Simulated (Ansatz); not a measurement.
# SrO: a single-point run

The task is a single-point run on SrO. The structure is shown as the input types it. The cell is built on a prototype (wurtzite) and needn't be the phase found in nature.

Program: Ansatz 0.2.0. Level of theory: density functional or hybrid calculation with the settings of its input, plane waves (as first typed). These are calculated values, not measurements.

2 further runs of the same task are left out: 2 that didn't finish.

### 1 The starting structure

It takes space group P6_3/mmc (No. 194, hexagonal). The conventional cell has a = 4.270 Å, b = 4.270 Å, c = 5.144 Å, α = 90.00°, β = 90.00°, γ = 120.00°. Sr (site symmetry -6m2) has 5 O at 2.47 to 2.57 Å as nearest neighbours. O (site symmetry -6m2) has 5 Sr at 2.47 to 2.57 Å as nearest neighbours.

As a file:

```xyz
4
Lattice="4.2700 0.0000 0.0000 -2.1350 3.6980 0.0000 0.0000 0.0000 5.1444" Properties=species:S:1:pos:R:3 pbc="T T T"
Sr    0.0000    2.4653   -0.3215
Sr    2.1350    1.2327    2.2507
O     0.0000    2.4653    2.2507
O     2.1350    1.2327    4.8229
```

### 2 The calculation

Contents of input.yaml:

```yaml
crystal:
  lattice:
    - [4.2700309501, 0.0, 0.0]
    - [-2.135015475, 3.6979552777, 0.0]
    - [0.0, 0.0, 5.1444468281]
  atoms:
    - { symbol: Sr, position: [0.3333333333, 0.6666666667, -0.0625] }
    - { symbol: Sr, position: [0.6666666667, 0.3333333333, 0.4375] }
    - { symbol: O, position: [0.3333333333, 0.6666666667, 0.4375] }
    - { symbol: O, position: [0.6666666667, 0.3333333333, 0.9375] }
kpoints:
  mp_grid: { grid: [6, 6, 4] }
hamiltonian:
  xc: pbesol
scf:
  occupations: { method: fixed }
  n_extra_bands: 5
output:
  forces: true
  stress: true
  eigenvalues: true
magnetization:
  spin_orbit: true
```

On the command line:

```sh
ansatz run input.yaml --threads 4 --pin off --max-ram 3686MiB --backend cpu --events-out ev --progress --plain --runs-dir out
```

What happens when this is run?

The program refused the input before any cycle. The line that matters: «inconsistent input (magnetization.spin_orbit, magnetization.noncollinear): true requires noncollinear: true — spin–orbit coupling acts on 2-spinor wavefunctions; set both flags»

Look at the input: magnetization.spin_orbit is true. Spin-orbit coupling needs two-component spinors and fully relativistic potentials, and the input doesn't provide both.

Fix: delete magnetization.spin_orbit (the default then holds).
